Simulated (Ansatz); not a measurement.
K₂S: do energies and stresses tell the same story?

All numbers below come from Ansatz, DFT PBE, scalar-relativistic, plane waves, PAW.

Cutoff 420 eV; k points 6×6×6 on the computed 3-atom cell (Γ-centred); Gaussian smearing, width 0.02 eV; no spin polarisation.

Relaxed cell: Fm-3m, a = 7.461 Å, b = 7.461 Å, c = 7.461 Å, α = 90.00°, β = 90.00°, γ = 90.00°, 3 atoms in the primitive cell.

Energies at zero smearing and pressures from the stress tensor, at volumes with shape and atoms relaxed:
```csv
V (Å³/atom),E − E(first) (meV/atom),P (GPa)
30.461,0.00,3.110
31.499,-16.91,2.136
32.537,-28.01,1.310
33.576,-34.16,0.608
34.614,-36.12,0.012
35.653,-34.51,-0.496
36.691,-29.85,-0.928
38.076,-19.70,-1.406
```

Q: Check P = −dE/dV between neighbouring volumes, and get the bulk modulus from the pressures alone.

A: With 1 eV/Å³ = 160.2 GPa:
```tsv
middle V (Å³/atom)	−ΔE/ΔV (GPa)	mean P (GPa)
30.980	2.610	2.623
32.018	1.712	1.723
33.057	0.950	0.959
34.095	0.302	0.310
35.133	-0.249	-0.242
36.172	-0.718	-0.712
37.383	-1.176	-1.167
```

The two differ by 0.013 GPa at most. The mean of two end pressures misses the average over a step by about ΔV² P″/12, up to 0.013 GPa here; with that taken off 0.000 GPa remains. Around V = 34.614 Å³/atom, the two neighbours give B = −V ΔP/ΔV = 34.614 × 1.104 / 2.077 = 18.4 GPa, against B0 = 18.3 GPa from the Birch–Murnaghan fit of the energies.

Cost: 9 runs of about 0.55 core-minutes in all, on Intel Xeon Platinum 8375C (Ice Lake) (shared hosts).